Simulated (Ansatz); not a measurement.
Lu in Ansatz: the effect of functional

Crystal: Lu.

```
CELL_PARAMETERS angstrom
3.52630 0.00000 0.00000
-1.76315 3.05387 0.00000
0.00000 0.00000 5.58766
ATOMIC_POSITIONS crystal
Lu 0.66667 0.33333 0.75000
Lu 0.33333 0.66667 0.25000
```

The cell isn't the ideal one: volume scaled by 1.02.

Alike in all runs:

| Quantity | Value |
| --- | --- |
| Program | Ansatz 0.2.0 |
| Task | single point |
| Potentials or basis | Ansatz PAW |
| k mesh | 9 × 9 × 5 |
| Occupations | fermi-dirac, width 0.05 eV |
| Spin | no spin polarisation |

```tsv
functional	cutoff	pressure (GPa)
LDA	420 eV (not typed: the program's choice for these potentials)	?
r2SCAN	500 eV (not typed: the program's choice for these potentials)	-1.5
PBE	420 eV (not typed: the program's choice for these potentials)	-1.4
```

Question: What does the run with functional LDA give?

Answer: Pressure -6.2 GPa.

Caveats: the PAW data sets come from PBE, with cores solved anew for the run's functional, which leaves a small shift of forces and pressure (some runs).
